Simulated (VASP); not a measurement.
# GaAs: band gap, by functional and spin-orbit coupling

GaAs, F-43m (no. 216), 2 atoms in the cell.

| Functional | Spin-orbit coupling | Gap on the mesh (eV) |
|---|---|---|
| PBE | no | 0.52 |
| TB-mBJ | no | 1.59 |
| Becke-Johnson (c = 1) | no | 0.72 |
| mBJ (alpha 0.488, beta 0.5, e 1) | no | 1.58 |
| mBJ (alpha 0.267, beta 0.656, e 1) | no | 1.62 |
| LMBJ | no | 1.58 |
| TASK | no | 1.99 |
| LAK | no | 1.48 |
| PBE | yes | 0.41 |
| TB-mBJ | yes | 1.49 |
| LMBJ | yes | 1.47 |

## Input of the first row

INCAR.step1:
```
  PREC = Accurate
  ENCUT = 520
  EDIFF = 1E-5
  ISMEAR = 0
  SIGMA = 0.02
  LREAL = False
  LASPH = True
  GGA_COMPAT = False
  ALGO = Normal
  NELM = 150
  ISIF = 2
  LWAVE = True
  LCHARG = False
  GGA = PE
  NBANDS = 16
  KPAR = 2
```

INCAR.step2, as INCAR.step1 but for:
```
- EDIFF = 1E-5
- NELM = 150
- ISIF = 2
- LWAVE = True
+ EDIFF = 1E-6
+ NELM = 300
+ ISIF = 0
+ LWAVE = False
+ ISTART = 1
+ LMIXTAU = True
```

KPOINTS:
```
k-points
0
Gamma
  7 7 7
```

KPOINTS_OPT:
```
path GXWKGLUWLK,UX
10
line-mode
reciprocal
 0.0000000000  0.0000000000  0.0000000000  G
 0.5000000000  0.0000000000  0.5000000000  X

 0.5000000000  0.0000000000  0.5000000000  X
 0.5000000000  0.2500000000  0.7500000000  W

 0.5000000000  0.2500000000  0.7500000000  W
 0.3750000000  0.3750000000  0.7500000000  K

 0.3750000000  0.3750000000  0.7500000000  K
 0.0000000000  0.0000000000  0.0000000000  G

 0.0000000000  0.0000000000  0.0000000000  G
 0.5000000000  0.5000000000  0.5000000000  L

 0.5000000000  0.5000000000  0.5000000000  L
 0.6250000000  0.2500000000  0.6250000000  U

 0.6250000000  0.2500000000  0.6250000000  U
 0.5000000000  0.2500000000  0.7500000000  W

 0.5000000000  0.2500000000  0.7500000000  W
 0.5000000000  0.5000000000  0.5000000000  L

 0.5000000000  0.5000000000  0.5000000000  L
 0.3750000000  0.3750000000  0.7500000000  K

 0.6250000000  0.2500000000  0.6250000000  U
 0.5000000000  0.0000000000  0.5000000000  X
```

POSCAR:
```
GaAs
1.0
    0.0000000000      2.8268500000      2.8268500000
    2.8268500000      0.0000000000      2.8268500000
    2.8268500000      2.8268500000      0.0000000000
As Ga
1 1
Direct
    0.7500000000      0.7500000000      0.7500000000
    0.0000000000      0.0000000000      0.0000000000
```

Commands (each step's output is kept before the next begins):
```
cat potpaw_PBE.64/As/POTCAR potpaw_PBE.64/Ga_d/POTCAR > POTCAR
cp INCAR.step1 INCAR
mpirun -np 2 vasp_std > vasp.out
cp INCAR.step2 INCAR
mpirun -np 2 vasp_std > vasp.out
```

Changes of the last row against the first:
```
(step 1)
- NBANDS = 16
- KPAR = 2
+ LSORBIT = True
+ NBANDS = 30
+ MAGMOM = 0 0 0 0 0 0
+ KPAR = 4
(step 2)
- GGA = PE
- NBANDS = 16
- KPAR = 2
+ METAGGA = LMBJ
+ LSORBIT = True
+ NBANDS = 30
+ MAGMOM = 0 0 0 0 0 0
+ KPAR = 4
- vasp_std
+ vasp_ncl
```

VASP 6.6.1 took 15 s on 2 cores (Intel Xeon 6975P-C (Granite Rapids)), a shared host.
